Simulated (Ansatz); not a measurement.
# ZrS2: properties at the relaxed cell

The task here is to estimate one member of a computed series from the others.

Computed with Ansatz 0.2.0 (DFT HSE06, scalar-relativistic, plane waves, PAW, unless a step's input says otherwise).

**Starting point**

Symmetry: P-3m1, No. 164, trigonal system. Conventional cell: a = 3.680 Å, b = 3.680 Å, c = 6.533 Å, α = 90.00°, β = 90.00°, γ = 120.00°. Zr (site symmetry -3m) has 6 S at 2.56 Å as nearest neighbours. S (site symmetry 3m) is surrounded by 3 Zr at 2.56 Å.

Coordinates:

```xyz
3
Lattice="3.6797 0.0000 0.0000 -1.8398 3.1867 0.0000 0.0000 0.0000 6.5329" Properties=species:S:1:pos:R:3 pbc="T T T"
Zr    0.0000    0.0000    0.0000
S     1.8398    1.0622    5.1013
S     0.0000    2.1244    1.4315
```

It goes back to an entry of the Materials Project.

This cell was relaxed beforehand with the same method: volume 25.53 Å³/atom, gap on the mesh 1.98 eV.

Set-up of the first run:

input.yaml reads:

```yaml
crystal:
  lattice:
    - [3.6424809198, 0.0, 0.0]
    - [-1.8212404599, 3.1544810094, 0.0]
    - [0.0, 0.0, 6.4668898109]
  atoms:
    - { symbol: Zr, position: [0.0, 0.0, 0.0] }
    - { symbol: S, position: [0.6666666667, 0.3333333333, 0.7808724533] }
    - { symbol: S, position: [0.3333333333, 0.6666666667, 0.2191275467] }
basis:
  ecutwfc: 420
kpoints:
  mp_grid: { grid: [6, 6, 4] }
hamiltonian:
  xc: hse06
scf:
  occupations: { method: gaussian, width: 0.02 }
output:
  forces: true
  stress: true
  eigenvalues: true
relax:
  adjacent_minimum: "off"
  f_tol: 0.01
  max_steps: 30
  cell: { stress_tol: 0.1, fix: [volume] }
```

Launch:

```sh
ansatz run input.yaml --threads 4 --pin off --max-ram 10240MiB --backend cpu --events-out ev --progress --plain --runs-dir out
```

Among the steps run: Point at V/V0 = 0.97; Volume × 1.03; Volume × 0.94; The cell scaled to 1.06 of its volume.

One table of the session follows, with a row left open; its other results are not shown here.

It belongs to the step «Energy against volume». 

```
volume (Å³/atom)  energy above the lowest point (meV/atom)  pressure (GPa)  gap on the mesh (eV)
          24.002                                       2.1            0.50                  1.92
          24.768                                         ?               ?                     ?
          25.535                                       0.0            0.02                  1.98
          26.301                                       0.0           -0.04                  2.00
          27.067                                       0.3           -0.07                  2.01
```

Estimate the missing values for volume (Å³/atom) = 24.768.

Worked estimate for «energy above the lowest point (meV/atom)». A straight line through the neighbours (24.002, 2.1) and (25.535, 0.0) gives 2.1 + (0.0 − 2.1) × (24.768 − 24.002) / (25.535 − 24.002) = 1.1; a parabola fitted to 3 rows on both sides gives 0.7.

**Answer.** energy above the lowest point (meV/atom): 0.5; pressure (GPa): 0.19; gap on the mesh (eV): 1.95. In «energy above the lowest point (meV/atom)» the line misses by +0.6 and the parabola by +0.2.

Caveats from the session: Layers here are held mostly by dispersion, which this level lacks, so their spacing and the stiffness across them are unreliable there.
